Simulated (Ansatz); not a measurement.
**Mg under changes of volume**

One of the cells (22.547 Å³/atom); the others are scaled copies at fixed shape and fractional positions:

```
Mg
1.0
     3.17683    0.00000    0.00000
    -1.58841    2.75121    0.00000
     0.00000    0.00000   10.31886
Mg
4
Direct
  0.66667 0.33333 0.75000
  0.00000 0.00000 0.50000
  0.33333 0.66667 0.25000
  0.00000 0.00000 0.00000
```

| Property | Result |
| --- | --- |
| Program | Ansatz 0.2.0 |
| Functional | PBEsol |
| Potentials or basis | all-electron LAPW, scalar-relativistic |
| Cutoff | 107 eV (chosen from the basis error) |
| Basis error allowed | 0.001 eV/atom |
| k mesh | 10 × 10 × 3 |
| Occupations | fermi-dirac, width 0.05 eV |
| Spin | no spin polarisation |

| volume (Å³/atom) | energy over the lowest point (meV/atom) | pressure (GPa) |
| --- | --- | --- |
| 21.194 | ? | ? |
| 21.645 | 5.46 | 1.8 |
| 22.096 | 1.58 | 0.9 |
| 22.547 | 0.00 | 0.2 |
| 22.998 | 0.51 | -0.6 |
| 23.449 | 2.93 | -1.2 |
| 23.900 | 7.08 | -1.8 |

Question: What does the run at 21.194 Å³/atom give?

Answer: Energy over the lowest point 11.89 meV/atom; pressure 2.7 GPa.

Worked out: A Birch-Murnaghan fit of order 3 (a polynomial in V^(-2/3)) to the other rows has its minimum at 22.66 Å³/atom with B0 = V·E''(V) = 36 GPa and B' = 3.7 at fixed shape and positions, which overstates the stiffness. It gives 11.87 meV/atom at 21.194 Å³/atom, against the run's 11.89, and -dE/dV = 2.8 GPa, against 2.7.

Energies are extrapolated to zero smearing.
